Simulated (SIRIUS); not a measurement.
Nb:

```
CELL_PARAMETERS angstrom
-1.66395 1.66395 1.66395
1.66395 -1.66395 1.66395
1.66395 1.66395 -1.66395
ATOMIC_POSITIONS crystal
Nb 0.00000 0.00000 0.00000
```

* Program: SIRIUS 7.12.0
* Task: relaxation of cell and atoms
* Functional: RPBE
* Dispersion: D4
* Potentials or basis: PseudoDojo 0.4.1 PBE standard (scalar relativistic)
* Cutoff: 1127 eV
* Density cutoff: 4507 eV
* k mesh: 8 × 8 × 8
* Occupations: fermi-dirac, width 0.05 eV
* Spin: no spin polarisation

At the start: pressure -4.2 GPa; volume 18.43 Å³/atom.

How do energy, volume and symmetry change on relaxing?

Over 3 steps the energy falls by 5.8 meV/atom and the volume is 17.98 Å³/atom (-2.4 %); space group Im-3m (No. 229, to 0.05 Å).

Step by step:
```csv
step,energy change (eV),largest force (eV/Å),pressure (GPa),volume (Å³)
1,0.0000,0.0000,-4.15,18.43
2,-0.0056,0.0000,-0.71,18.05
3,-0.0058,0.0000,0.02,17.98
```

Final structure:
```
CELL_PARAMETERS angstrom
-1.65039 1.65039 1.65039
1.65039 -1.65039 1.65039
1.65039 1.65039 -1.65039
ATOMIC_POSITIONS crystal
Nb 0.00000 0.00000 0.00000
```

Caveat: the potentials were made for another functional, which shifts forces and pressure; pairwise dispersion overbinds metals, which lowers pressure and volume.
